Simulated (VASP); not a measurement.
Wanted: the native input for a VASP 6.6.1 run.

```
Task                   : electrostatic potential
Functional             : r2SCAN
Potentials or basis    : VASP PAW PBE potentials, release 64 (Zr_sv, O)
Cutoff                 : 520 eV
k mesh                 : 10 × 10 × 10
Occupations            : gaussian, width 0.02 eV
Spin                   : no spin polarisation
Further INCAR settings : ALGO = Normal; EDIFF = 1e-06
```

The structure of ZrO2 lies in POSCAR:

```
ZrO2                                    
1.0
   -0.0000000000      2.5580700309      2.5580700309
    2.5580700309     -0.0000000000      2.5580700309
    2.5580700309      2.5580700309     -0.0000000000
  Zr              O             
     1     2
Direct
     0.0000000000000000    0.0000000000000000    0.0000000000000000
     0.2500000000000000    0.2500000000000000    0.2500000000000000
     0.7500000000000000    0.7500000000000000    0.7500000000000000
```

The cell was built by a generator and needn't be a form met in nature.

The input as run:

INCAR

```
PREC = Accurate ; ENCUT = 520
EDIFF = 1E-6 ; ISMEAR = 0
SIGMA = 0.02 ; LREAL = F
LASPH = T ; NELM = 80
ALGO = Normal ; ISIF = 2
LWAVE = F ; LCHARG = T
METAGGA = R2SCAN ; LMIXTAU = T
LVHAR = T
```

KPOINTS

```
regular mesh
0
Gamma
  10 10 10
```

Potentials or basis: VASP PAW PBE potentials, release 64 (Zr_sv, O).

Launch:

```bash
$ cat potpaw_PBE.64/Zr_sv/POTCAR potpaw_PBE.64/O/POTCAR > POTCAR
$ mpirun -np 1 vasp_std > vasp.out
```

It gave:

| Property | Result |
| --- | --- |
| Pressure | -3.6 GPa |
| Band gap on the k mesh | 3.82 eV, indirect (least direct gap 4.21 eV) |

Caveat: the PAW data sets were made with another functional, which shifts forces and pressure a little.

Wall time 98 s on 1 thread of Intel(R) Xeon(R) Platinum 8488C (Sapphire Rapids), with other jobs on the host, peak memory 0.17 GiB.
